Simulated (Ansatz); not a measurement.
# MoS2: the cost of one run

Method: DFT PBE+D3(BJ), scalar-relativistic, plane waves, PAW, in Ansatz 0.2.0.

## 1. Starting point

It takes space group P-6m2 (No. 187, hexagonal). The conventional cell has a = 3.184 Å, b = 3.184 Å, c = 21.103 Å, α = 90.00°, β = 90.00°, γ = 120.00°. Around S (site symmetry 3m) lie 3 Mo at 2.41 Å. Mo (site symmetry -6m2) has 6 S at 2.41 Å as nearest neighbours.

Coordinates:

```xyz
3
Lattice="3.1841 0.0000 0.0000 -1.5921 2.7575 0.0000 0.0000 0.0000 21.1027" Properties=species:S:1:pos:R:3 pbc="T T T"
S     0.0000    1.8384    9.0000
Mo    0.0000    0.0000   10.5513
S     0.0000    1.8384   12.1027
```

Free-standing sheet.

## 2. Relaxing the sheet and its cell in the plane

Input file input.yaml:

```yaml
crystal:
  lattice:
    - [3.18412608, 0.0, 0.0]
    - [-1.59206304, 2.75753408, 0.0]
    - [0.0, 0.0, 21.1026500379]
  atoms:
    - { symbol: S, position: [0.33333333, 0.66666666, 0.4264867201] }
    - { symbol: Mo, position: [0.0, 0.0, 0.5], spin: 1.0 }
    - { symbol: S, position: [0.33333333, 0.66666666, 0.5735132799] }
basis:
  ecutwfc: 420.0
  fft_grid_basis: typed
kpoints:
  mp_grid: { grid: [12, 12, 1] }
hamiltonian:
  xc: pbe
  dispersion: d3bj
  pseudopotentials: { kind: paw }
scf:
  occupations: { method: gaussian, width: 0.05 }
output:
  forces: true
  eigenvalues: true
  populations: true
  stress: true
efield:
  axis: 3
  dipole_correction: true
  ramp_width: 0.04
magnetization:
  spin_polarized: true
relax:
  adjacent_minimum: "off"
  f_tol: 0.02
  max_steps: 60
  cell: { fix: [c, alpha, beta], stress_tol: 0.05 }
```

Started as:

```bash
> ansatz run input.yaml --threads 4 --pin off --max-ram 8847MiB --backend cpu --events-out ev --progress --plain --runs-dir out
```

What time and memory should one allow on 4 threads of Arm Neoverse V2, shared host?

About 16 s, with a peak of 0.52 GiB.
